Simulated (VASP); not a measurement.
# PtSe2 (P-3m1) in VASP: band structure with PBE+D3(BJ)

Aim: the band structure of PtSe2 with PBE+D3(BJ).

Program: VASP 6.6.1. These are calculated values, not measurements. Logs are shortened: lines on timing, memory, paths and dates and some standing lists are left out, and cuts for length are marked.

## (1) Starting point

It takes space group P-3m1 (No. 164, trigonal). Conventional cell: a = 3.768 Å, b = 3.768 Å, c = 4.820 Å, α = 90.00°, β = 90.00°, γ = 120.00°. Pt (site symmetry -3m) is surrounded by 6 Se at 2.53 Å. Se (site symmetry 3m) is surrounded by 3 Pt at 2.53 Å.

## (2) Band structure, PBE+D3(BJ)

INCAR

```
SYSTEM = PtSe2
ALGO = Normal
EDIFF = 1E-7
ENCUT = 520
GGA = PE
ICORELEVEL = 1
ISIF = 2
ISMEAR = 0
IVDW = 12
LASPH = .TRUE.
LCHARG = .FALSE.
LMAXMIX = 4
LREAL = .FALSE.
LWAVE = .FALSE.
NBANDS = 18
NELM = 80
PREC = Accurate
SIGMA = 0.03
```

KPOINTS

```
k-points
0
G
  9 9 5
  0 0 0
```

POSCAR

```
PtSe2                                   
1.0
    3.7683263523     -0.0000000000      0.0000000000
   -1.8841631762      3.2634663471      0.0000000000
    0.0000000000     -0.0000000000      4.8198123481
  Pt              Se            
     1     2
Direct
     0.0000000000000000    0.0000000000000000    0.0000000000000000
     0.3333333300000021    0.6666666699999979    0.2665143541671487
     0.6666666699999979    0.3333333300000021    0.7334856458328515
```

KPOINTS_OPT

```
explicit points
96
Reciprocal
 0.0000000000  0.0000000000  0.0000000000 1
 0.0555555556  0.0000000000  0.0000000000 1
 0.1111111111  0.0000000000  0.0000000000 1
 0.1666666667  0.0000000000  0.0000000000 1
 0.2222222222  0.0000000000  0.0000000000 1
 0.2777777778  0.0000000000  0.0000000000 1
 0.3333333333  0.0000000000  0.0000000000 1
 0.3888888889  0.0000000000  0.0000000000 1
 0.4444444444  0.0000000000  0.0000000000 1
 0.5000000000  0.0000000000  0.0000000000 1
 0.5000000000  0.0000000000  0.0000000000 1
 0.4814814815  0.0370370370  0.0000000000 1
 0.4629629630  0.0740740741  0.0000000000 1
 0.4444444444  0.1111111111  0.0000000000 1
 0.4259259259  0.1481481481  0.0000000000 1
 0.4074074074  0.1851851852  0.0000000000 1
 0.3888888889  0.2222222222  0.0000000000 1
 0.3703703703  0.2592592592  0.0000000000 1
 0.3518518518  0.2962962963  0.0000000000 1
 0.3333333333  0.3333333333  0.0000000000 1
 0.3333333333  0.3333333333  0.0000000000 1
 0.2962962963  0.2962962963  0.0000000000 1
 0.2592592592  0.2592592592  0.0000000000 1
 0.2222222222  0.2222222222  0.0000000000 1
 0.1851851852  0.1851851852  0.0000000000 1
 0.1481481481  0.1481481481  0.0000000000 1
 0.1111111111  0.1111111111  0.0000000000 1
 0.0740740741  0.0740740741  0.0000000000 1
 0.0370370370  0.0370370370  0.0000000000 1
 0.0000000000  0.0000000000  0.0000000000 1
 0.0000000000  0.0000000000  0.0000000000 1
 0.0000000000  0.0000000000  0.0555555556 1
 0.0000000000  0.0000000000  0.1111111111 1
 0.0000000000  0.0000000000  0.1666666667 1
 0.0000000000  0.0000000000  0.2222222222 1
 0.0000000000  0.0000000000  0.2777777778 1
 0.0000000000  0.0000000000  0.3333333333 1
 0.0000000000  0.0000000000  0.3888888889 1
 0.0000000000  0.0000000000  0.4444444444 1
 0.0000000000  0.0000000000  0.5000000000 1
 0.0000000000  0.0000000000  0.5000000000 1
 0.0555555556  0.0000000000  0.5000000000 1
 0.1111111111  0.0000000000  0.5000000000 1
 0.1666666667  0.0000000000  0.5000000000 1
 0.2222222222  0.0000000000  0.5000000000 1
 0.2777777778  0.0000000000  0.5000000000 1
 0.3333333333  0.0000000000  0.5000000000 1
 0.3888888889  0.0000000000  0.5000000000 1
 0.4444444444  0.0000000000  0.5000000000 1
 0.5000000000  0.0000000000  0.5000000000 1
 0.5000000000  0.0000000000  0.5000000000 1
 0.4814814815  0.0370370370  0.5000000000 1
 0.4629629630  0.0740740741  0.5000000000 1
 0.4444444444  0.1111111111  0.5000000000 1
 0.4259259259  0.1481481481  0.5000000000 1
 0.4074074074  0.1851851852  0.5000000000 1
 0.3888888889  0.2222222222  0.5000000000 1
 0.3703703703  0.2592592592  0.5000000000 1
 0.3518518518  0.2962962963  0.5000000000 1
 0.3333333333  0.3333333333  0.5000000000 1
 0.3333333333  0.3333333333  0.5000000000 1
 0.2962962963  0.2962962963  0.5000000000 1
 0.2592592592  0.2592592592  0.5000000000 1
 0.2222222222  0.2222222222  0.5000000000 1
 0.1851851852  0.1851851852  0.5000000000 1
 0.1481481481  0.1481481481  0.5000000000 1
 0.1111111111  0.1111111111  0.5000000000 1
 0.0740740741  0.0740740741  0.5000000000 1
 0.0370370370  0.0370370370  0.5000000000 1
 0.0000000000  0.0000000000  0.5000000000 1
 0.5000000000  0.0000000000  0.5000000000 1
 0.5000000000  0.0000000000  0.4444444444 1
 0.5000000000  0.0000000000  0.3888888889 1
 0.5000000000  0.0000000000  0.3333333333 1
 0.5000000000  0.0000000000  0.2777777778 1
 0.5000000000  0.0000000000  0.2222222222 1
 0.5000000000  0.0000000000  0.1666666667 1
 0.5000000000  0.0000000000  0.1111111111 1
 0.5000000000  0.0000000000  0.0555555556 1
 0.5000000000  0.0000000000  0.0000000000 1
 0.3333333333  0.3333333333  0.0000000000 1
 0.3333333333  0.3333333333  0.0555555556 1
 0.3333333333  0.3333333333  0.1111111111 1
 0.3333333333  0.3333333333  0.1666666667 1
 0.3333333333  0.3333333333  0.2222222222 1
 0.3333333333  0.3333333333  0.2777777778 1
 0.3333333333  0.3333333333  0.3333333333 1
 0.3333333333  0.3333333333  0.3888888889 1
 0.3333333333  0.3333333333  0.4444444444 1
 0.3333333333  0.3333333333  0.5000000000 1
 0.0000000000  0.0000000000  0.0000000000 1
 0.0000000000  0.0000000000  0.5000000000 1
 0.3333333333  0.3333333333  0.5000000000 1
 0.3333333333  0.3333333333  0.0000000000 1
 0.5000000000  0.0000000000  0.5000000000 1
 0.5000000000  0.0000000000  0.0000000000 1
```

Potentials or basis: VASP PAW PBE potentials, release 64 (Pt, Se).

Command:

```
cat potpaw_PBE.64/Pt/POTCAR potpaw_PBE.64/Se/POTCAR > POTCAR
mpirun -np 1 vasp_std > vasp.out
```

OUTCAR:

```text
SYSTEM = PtSe2
   EDIFF = 1E-7
   ENCUT = 520
   GGA = PE
   ISIF = 2
   ISMEAR = 0
   IVDW = 12
   LASPH = .TRUE.
   LREAL = .FALSE.
   NELM = 80
   PREC = Accurate
 IVDW          = 12

 ion  position               nearest neighbor table
   1  0.000  0.000  0.000-   2 2.53   3 2.53   2 2.53   3 2.53   3 2.53   2 2.53
   2  0.333  0.667  0.267-   1 2.53   1 2.53   1 2.53
   3  0.667  0.333  0.733-   1 2.53   1 2.53   1 2.53

  LATTYP: Found a hexagonal cell.
 ALAT       =     3.7683263523
 C/A-ratio  =     1.2790326255

  Lattice vectors:

 A1 = (   3.7683263523,   0.0000000000,   0.0000000000)
 A2 = (  -1.8841631762,   3.2634663471,   0.0000000000)
 A3 = (   0.0000000000,   0.0000000000,   4.8198123481)

Analysis of symmetry for initial positions (statically):
=====================================================================
 Subroutine PRICEL returns:
 Original cell was already a primitive cell.

 Routine SETGRP: Setting up the symmetry group for a
 hexagonal supercell.

 Subroutine GETGRP returns: Found 12 space group operations
 (whereof 12 operations were pure point group operations)
 out of a pool of 24 trial point group operations.

The static configuration has the point symmetry D_3d.

Analysis of symmetry for dynamics (positions and initial velocities):
=====================================================================
 Subroutine PRICEL returns:
 Original cell was already a primitive cell.

 Routine SETGRP: Setting up the symmetry group for a
 hexagonal supercell.

 Subroutine GETGRP returns: Found 12 space group operations
 (whereof 12 operations were pure point group operations)
 out of a pool of 24 trial point group operations.

The dynamic configuration has the point symmetry D_3d.

 Subroutine INISYM returns: Found 12 space group operations
 (whereof 12 operations are pure point group operations),
 and found     1 'primitive' translations

----------------------------------------------------------------------------------------

                                     Primitive cell

  volume of cell :      59.2731

  direct lattice vectors                    reciprocal lattice vectors
     3.768326352  0.000000000  0.000000000     0.265369797  0.153211324  0.000000000
    -1.884163176  3.263466347  0.000000000     0.000000000  0.306422648  0.000000000
     0.000000000  0.000000000  4.819812348     0.000000000  0.000000000  0.207476957

  length of vectors
     3.768326352  3.768326349  4.819812348     0.306422648  0.306422648  0.207476957

  position of ions in fractional coordinates (direct lattice)
     0.000000000  0.000000000  0.000000000
     0.333333330  0.666666670  0.266514354
     0.666666670  0.333333330  0.733485646

  ion indices of the primitive-cell ions
   primitive index   ion index
                 1           1
                 2           2
                 3           3

----------------------------------------------------------------------------------------

 KPOINTS: k-points

Automatic generation of k-mesh.
 Grid dimensions read from file:
 generate k-points for:    9    9    5

 Generating k-lattice:

[... 23 lines left out ...]
  0.111111  0.111111  0.000000      6.000000
[... 16 lines left out ...]
  0.222222  0.111111  0.200000     12.000000
 -0.111111  0.333333  0.200000     12.000000
 [... further k-points ...]
   k-points           NKPTS =     50   k-points in BZ     NKDIM =     50   number of bands    NBANDS=     18
   number of dos      NEDOS =    301   number of ions     NIONS =      3
   total plane-waves  NPLWV =  28224
   dimension x,y,z NGX =    28 NGY =   28 NGZ =   36
   dimension x,y,z NGXF=    56 NGYF=   56 NGZF=   72
   ions per type =               1   2
   NGX,Y,Z   is equivalent  to a cutoff of  12.35, 12.35, 12.42 a.u.
   NGXF,Y,Z  is equivalent  to a cutoff of  24.71, 24.71, 24.83 a.u.
 SYSTEM =  PtSe2
   PREC   = accura    normal or accurate (medium, high low for compatibility)
   ISTART =      0    job   : 0-new  1-cont  2-samecut
   ICHARG =      2    charge: 1-file 2-atom 10-const
   ISPIN  =      1    spin polarized calculation?
   LNONCOLLINEAR =      F non collinear calculations
   LSORBIT =      F    spin-orbit coupling
   LASPH  =      T    aspherical Exc in radial PAW
   ENCUT  =  520.0 eV  38.22 Ry    6.18 a.u.   7.01  7.01  8.96*2*pi/ulx,y,z
   NELM   =     80;   NELMIN=  2; NELMDL= -5     # of ELM steps
   EDIFF  = 0.1E-06   stopping-criterion for ELM
   LREAL  =      F    real-space projection
   EDIFFG = 0.1E-05   stopping-criterion for IOM
   NSW    =      0    number of steps for IOM
   IBRION =     -1    ionic relax: 0-MD 1-quasi-New 2-CG
   NFREE  =      0    steps in history (QN), initial steepest desc. (CG)
   ISIF   =      2    stress and relaxation
   ISYM   =      2    0-nonsym 1-usesym 2-fastsym
   POTIM  = 0.5000    time-step for ionic-motion
   TEBEG  =    0.0;   TEEND  =   0.0 temperature during run
   PSTRESS=    0.0 pullay stress
   NELECT =      22.0000    total number of electrons
   NUPDOWN=      -1.0000    fix difference up-down
   EMIN   =  10.00;   EMAX   =-10.00  energy-range for DOS
   EFERMI =   0.00;   METHOD = LEGACY
   ISMEAR =     0;   SIGMA  =   0.03  broadening in eV -4-tet -1-fermi 0-gaus
   EFERMI_NEDOS =   21; number of points for ismear=-14 and -15
   IALGO  =     38    algorithm
   IMIX   =      4    mixing-type and parameters
     AMIX     =   0.40;   BMIX     =  1.00
     AMIX_MAG =   1.60;   BMIX_MAG =  1.00
  volume/ion in A,a.u.               =      19.76       133.33
  Fermi-wavevector in a.u.,A,eV,Ry     =   1.176512  2.223286 18.832928  1.384181
  Thomas-Fermi vector in A             =   2.312875
   LORBIT       =      0    0 simple, 1 ext, 2 COOP (PROOUT), +10 PAW based schemes
   GGA     = PE    functional components
   LHFCALC =     F    Hartree Fock is set to
   AEXX    =    0.0000 exact exchange contribution
   IVDW    =    12    specifies the selected vdW correction
   LEPSILON=     F    determine dielectric tensor
   LRPA    =     F    only Hartree local field effects (RPA)
 non-spin polarized calculation
 Gauss-broadening in eV      SIGMA  =   0.03
  energy-cutoff  :      520.00
  volume of cell :       59.27
 maximum number of plane-waves:      1620
   NGX = 13   NGY = 13   NGZ = 17

 number of electron      21.9999997 magnetization

 Free energy of the ion-electron system (eV)
  ---------------------------------------------------
  ext. energy  EPLUGINS =         0.00000000
  ---------------------------------------------------
  free energy    TOTEN  =       -14.19163427 eV

  energy without entropy =      -14.19083685  energy(sigma->0) =      -14.19123556

 the core state eigenenergies are
   1-  1s -78392.5623  2s -13762.2283  2p -11922.4975  3s  -3226.0876  3p  -2690.5881
       3d  -2110.9614  4s   -686.3932  4p   -510.8375  4d   -297.9125  4f    -61.3228
       5s    -92.7905  5p    -46.8848
   2-  1s -12491.9764  2s  -1595.4360  2p  -1401.7914  3s   -202.0912  3p   -141.5615
       3d    -41.7399
   3-  1s -12491.9764  2s  -1595.4360  2p  -1401.7914  3s   -202.0912  3p   -141.5615
       3d    -41.7399

 E-fermi :   6.7628     XC(G=0): -10.8378

 val. band max:        6.7566325856   @ k =   0.0000   0.2222   0.2000
 cond. band min:       6.7670689029   @ k =  -0.1111   0.4444   0.2000
 fundamental gap:      0.0104363174
 Fermi energy:         6.7628400575

 k-point     1 :       0.0000    0.0000    0.0000
  band No.  band energies     occupation
      1      -8.9382      2.00000
      2      -5.8301      2.00000
      3      -0.3913      2.00000
      4       0.5232      2.00000
      5       0.5232      2.00000
      6       2.9538      2.00000
[... 265 lines left out ...]
 k-point    14 :       0.1111    0.0000    0.2000
  band No.  band energies     occupation
      1      -8.6141      2.00000
      2      -6.3310      2.00000
      3       0.1126      2.00000
      4       0.6850      2.00000
      5       0.8512      2.00000
      6       2.7794      2.00000
      7       2.7814      2.00000
      8       4.0238      2.00000
      9       5.0749      2.00000

------------------------ aborting loop because EDIFF is reached ----------------------------------------

 Edisp (eV)   -1.47366

 E8    (eV) :    -0.6332

  FORCE on cell =-STRESS in cart. coord.  units (eV):
  Direction    XX          YY          ZZ          XY          YZ          ZX
  --------------------------------------------------------------------------------------
  -------------------------------------------------------------------------------------
  Total      -0.00163    -0.00163    -0.00643     0.00000     0.00000     0.00000
  in kB      -0.04418    -0.04418    -0.17387     0.00000     0.00000     0.00000
  external pressure =       -0.09 kB  Pullay stress =        0.00 kB

 VOLUME and BASIS-vectors are now :
 -----------------------------------------------------------------------------
  energy-cutoff  :      520.00
  volume of cell :       59.27
      direct lattice vectors                 reciprocal lattice vectors
     3.768326352  0.000000000  0.000000000     0.265369797  0.153211324  0.000000000
    -1.884163176  3.263466347  0.000000000     0.000000000  0.306422648  0.000000000
     0.000000000  0.000000000  4.819812348     0.000000000  0.000000000  0.207476957

 POSITION                                       TOTAL-FORCE (eV/Angst)
 -----------------------------------------------------------------------------------
      0.00000      0.00000      0.00000         0.000000      0.000000      0.000000
     -0.00000      2.17564      1.28455         0.000000     -0.000000     -0.003708
      1.88416      1.08782      3.53526        -0.000000      0.000000      0.003708
 -----------------------------------------------------------------------------------
    total drift:                                0.000000      0.000000      0.000000

  FREE ENERGIE OF THE ION-ELECTRON SYSTEM (eV)
  ---------------------------------------------------
  free  energy   TOTEN  =       -15.6652944042 eV

  energy  without entropy=      -15.6644969900  energy(sigma->0) =      -15.66489570
```

It took 35 s on 1 thread of Intel Xeon 6975P-C (Granite Rapids), shared host; peak memory 0.24 GiB.

Results:

```
Free energy                : -15.6653 eV
Pressure                   : 0.0 GPa
Largest force              : 0.004 eV/Å
Band gap along the path    : none (metal or under the smearing width)
Dispersion energy per atom : -0.491 eV
```

Forces on the atoms (eV/Å):
```
Pt   0.000  0.000  0.000
Se   0.000  0.000 -0.004
Se   0.000  0.000  0.004
```

Levels at the corners of the path, in eV from the Fermi level:
| point | band 7 | band 8 | band 9 | band 10 | band 11 | band 12 | band 13 | band 14 | band 15 | band 16 |
| --- | --- | --- | --- | --- | --- | --- | --- | --- | --- | --- |
| Γ | -3.81 | -2.50 | -1.02 | -1.02 | 0.77 | 1.03 | 1.03 | 3.34 | 4.09 | 7.26 |
| M | -3.73 | -3.72 | -3.33 | -3.27 | -2.94 | 0.47 | 2.48 | 5.03 | 6.10 | 6.97 |
| M | -3.73 | -3.72 | -3.33 | -3.27 | -2.94 | 0.47 | 2.48 | 5.03 | 6.10 | 6.97 |
| K | -4.56 | -3.62 | -2.27 | -1.71 | -1.71 | -0.06 | -0.06 | 3.81 | 7.57 | 8.46 |
| K | -4.56 | -3.62 | -2.27 | -1.71 | -1.71 | -0.06 | -0.06 | 3.81 | 7.57 | 8.46 |
| Γ | -3.81 | -2.50 | -1.02 | -1.02 | 0.77 | 1.03 | 1.03 | 3.34 | 4.09 | 7.26 |
| Γ | -3.81 | -2.50 | -1.02 | -1.02 | 0.77 | 1.03 | 1.03 | 3.34 | 4.09 | 7.26 |
| A | -3.86 | -2.94 | -1.75 | -1.75 | -1.73 | 2.30 | 2.30 | 4.98 | 6.52 | 6.56 |
| A | -3.86 | -2.94 | -1.75 | -1.75 | -1.73 | 2.30 | 2.30 | 4.98 | 6.52 | 6.56 |
| L | -3.39 | -3.35 | -3.09 | -2.59 | -1.12 | 0.57 | 1.45 | 4.89 | 4.90 | 7.67 |
| L | -3.39 | -3.35 | -3.09 | -2.59 | -1.12 | 0.57 | 1.45 | 4.89 | 4.90 | 7.67 |
| H | -4.30 | -4.30 | -3.46 | -2.50 | -2.50 | 2.32 | 2.32 | 6.57 | 7.59 | 7.59 |
| H | -4.30 | -4.30 | -3.46 | -2.50 | -2.50 | 2.32 | 2.32 | 6.57 | 7.59 | 7.59 |
| A | -3.86 | -2.94 | -1.75 | -1.75 | -1.73 | 2.30 | 2.30 | 4.98 | 6.52 | 6.56 |
| L | -3.39 | -3.35 | -3.09 | -2.59 | -1.12 | 0.57 | 1.45 | 4.89 | 4.90 | 7.67 |
| M | -3.73 | -3.72 | -3.33 | -3.27 | -2.94 | 0.47 | 2.48 | 5.03 | 6.10 | 6.97 |
| K | -4.56 | -3.62 | -2.27 | -1.71 | -1.71 | -0.06 | -0.06 | 3.81 | 7.57 | 8.46 |
| H | -4.30 | -4.30 | -3.46 | -2.50 | -2.50 | 2.32 | 2.32 | 6.57 | 7.59 | 7.59 |

Core levels (eV, on the scale of the bands):
| atom | levels |
| --- | --- |
| 1 Pt | 1s -78392.6, 2s -13762.2, 2p -11922.5, 3s -3226.1, 3p -2690.6, 3d -2111.0, 4s -686.4, 4p -510.8, 4d -297.9, 4f -61.3, 5s -92.8, 5p -46.9 |
| 2 Se | 1s -12492.0, 2s -1595.4, 2p -1401.8, 3s -202.1, 3p -141.6, 3d -41.7 |
| 3 Se | 1s -12492.0, 2s -1595.4, 2p -1401.8, 3s -202.1, 3p -141.6, 3d -41.7 |

Caveat: spin-orbit coupling is left out, which moves the levels of the heavy elements; pairwise dispersion overbinds metals, which lowers pressure and volume.
